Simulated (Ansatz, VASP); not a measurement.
## Be: VASP beside Ansatz

```xyz
4
Lattice="3.7716 0.0000 0.0000 0.0000 3.7716 0.0000 0.0000 0.0000 2.2964" Properties=species:S:1:pos:R:3 pbc="T T T"
Be    3.0075    0.7641    1.1482
Be    0.7641    3.0075    1.1482
Be    2.6499    2.6499    0.0000
Be    1.1217    1.1217    0.0000
```

This isn't the form of Be at room conditions, which is hcp.

Alike in both runs: task single point; functional PBE; k mesh 7 × 7 × 12; occupations fermi-dirac, width 0.05 eV; no spin polarisation.

|  | VASP | Ansatz |
| --- | --- | --- |
| version | VASP 6.6.1 | Ansatz 0.2.0 |
| potentials or method | VASP PAW PBE potentials, release 64 (Be) | Ansatz PAW |
| plane-wave cutoff (eV) | 520 | 420 |
| valence electrons in the cell | 8 | 8 |

Ansatz gave:

- gap on the k mesh at the Fermi level (eV): none
- pressure (GPa): -2.3
- largest component of the traceless stress (GPa): 1.23
- rms of the force components (eV/Å): 0.010

Q: Which values does VASP return?

A: gap on the k mesh at the Fermi level (eV): none; pressure (GPa): -2.1; largest component of the traceless stress (GPa): 1.23; rms of the force components (eV/Å): 0.008.

Atom by atom the forces differ by 0.001 eV/Å (rms over components). A gap of «none» marks a metal or a gap that the smearing closes.
